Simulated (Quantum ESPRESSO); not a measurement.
The system is CdO (Monteponite).

```
Cd O
1.0
     0.00000    2.34950    2.34950
     2.34950    0.00000    2.34950
     2.34950    2.34950    0.00000
Cd O
1 1
Cartesian
  0.0000 0.0000 0.0000
  2.3495 2.3495 2.3495
```

Program: Quantum ESPRESSO 7.5. Alike in all runs: task band structure; potentials or basis SG15 PBE 1.2; no spin polarisation; cell as given; cutoff (eV) 1197; smearing fermi-dirac 0.05 eV.

**Question.** Order these runs on this cell by their pressure, lowest first.
A. level EV93PW91; k mesh 10 × 10 × 10; SCF threshold 4e-10 Ry
B. level RPBE; k mesh 10 × 10 × 10; SCF threshold 4e-10 Ry
C. level LDA; k mesh 10 × 10 × 10; SCF threshold 4e-10 Ry; form of the LDA correlation PZ81
D. level PBE; k mesh 10 × 10 × 10; SCF threshold 4e-10 Ry
E. level SCAN; k mesh 8 × 8 × 8; symmetry off; SCF threshold 1e-08 Ry

**Answer.** C (-6.8 GPa), E (-0.8 GPa), D (6.0 GPa), B (11.3 GPa), A (28.9 GPa).

Caveats: the potentials were made for another functional, which shifts forces and pressure (some runs); the potentials were made for a functional far from this one (some runs); a pressure of tens of GPa on the cell as given is suspect, and the run, the potentials or the cell itself is likely at fault (some runs).
